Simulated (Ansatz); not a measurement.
# Rh: the cost of one run

Program: Ansatz 0.2.0. Level of theory: DFT PBEsol, scalar-relativistic, plane waves, PAW. These are calculated values, not measurements.

The COD entry's cell or inner coordinates are ideal or old and differ from later refinements, so a difference from it is no clean test against experiment.

1 further run of the same task is left out (set aside as unsound or not needed).

## (1) The starting structure

The structure is cubic, space group Fm-3m (No. 225). Conventional cell: a = 3.780 Å, b = 3.780 Å, c = 3.780 Å, α = 90.00°, β = 90.00°, γ = 90.00°. Rh (site symmetry m-3m) is surrounded by 12 Rh at 2.67 Å.

As a file:

```
CELL_PARAMETERS angstrom
0.00000 1.88999 1.88999
1.88999 0.00000 1.88999
1.88999 1.88999 0.00000
ATOMIC_POSITIONS crystal
Rh 0.00000 0.00000 0.00000
```

It is the result of an earlier relaxation at this level (volume 13.50 Å³/atom; gap on the mesh: none (metal)).

## (2) Static run: bands, density of states and charges

Contents of input.yaml:

```yaml
crystal:
  lattice:
    - [0.0, 1.8899900482, 1.8899900482]
    - [1.8899900482, 0.0, 1.8899900482]
    - [1.8899900482, 1.8899900482, 0.0]
  atoms:
    - { symbol: Rh, position: [0.0, 0.0, 0.0] }
basis:
  ecutwfc: 420
kpoints:
  mp_grid: { grid: [18, 18, 18] }
  band_path:
    path:
      - [[0.0, 0.0, 0.0], [0.5, 0.0, 0.5], [0.625, 0.25, 0.625]]
      - [[0.375, 0.375, 0.75], [0.0, 0.0, 0.0], [0.5, 0.5, 0.5], [0.5, 0.25, 0.75], [0.5, 0.0, 0.5]]
    npoints: 14
hamiltonian:
  xc: pbesol
scf:
  occupations: { method: gaussian, width: 0.1 }
  n_extra_bands: 6
output:
  forces: true
  stress: true
  eigenvalues: true
  populations: true
  dos: { projected: true, de: 0.02, nscf_kmesh: { grid: [27, 27, 27] } }
  bader: true
  write_density: true
  write_potential: true
  elf: true
  volumetric_format: npy
```

Started as:

```bash
$ ansatz run input.yaml --threads 1 --pin off --max-ram 2560MiB --backend cpu --events-out ev --progress --plain --runs-dir out
```

What time and memory should one allow on 1 thread of AMD EPYC 7R43 (Zen 3), shared host?

About 18 s, with a peak of 0.39 GiB.
